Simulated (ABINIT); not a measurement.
Crystal: WC (Qusongite).

```
CELL_PARAMETERS angstrom
2.90650 0.00000 0.00000
-1.45325 2.51710 0.00000
0.00000 0.00000 2.83660
ATOMIC_POSITIONS crystal
W 0.00000 0.00000 0.00000
C 0.66667 0.33333 0.50000
```

```yaml
Program: ABINIT 10.8.3 (patched build)
Task: relaxation of cell and atoms
Functional: LDA
Potentials_or_basis: PseudoDojo NC SR LDA v0.4.1 standard
Cutoff: 1116 eV
k_mesh: 8 × 8 × 7
Occupations: fermi-dirac, width 0.05 eV
Spin: no spin polarisation
```

At the start: pressure -10.5 GPa; volume 10.38 Å³/atom.

Q: Where does the relaxation end?

A: Over 5 steps the energy falls by 9.0 meV/atom and the volume is 10.11 Å³/atom (-2.5 %); space group P-6m2 (No. 187, to 0.05 Å).

Step by step:
```
step  energy change (eV)  largest force (eV/Å)  pressure (GPa)  volume (Å³)
   1              0.0000                0.0000          -10.50        20.75
   2             -0.0167                0.0000            2.86        20.09
   3             -0.0179                0.0000           -0.10        20.23
   4             -0.0179                0.0000           -0.01        20.22
   5             -0.0179                0.0000            0.00        20.22
```

Final structure:
```yaml
crystal:
  lattice:
    - [2.88321, 0.00000, 0.00000]
    - [-1.44161, 2.49693, 0.00000]
    - [0.00000, 0.00000, 2.80915]
  atoms:
    - { symbol: W, position: [0.00000, 0.00000, 0.00000] }
    - { symbol: C, position: [0.66667, 0.33333, 0.50000] }
```
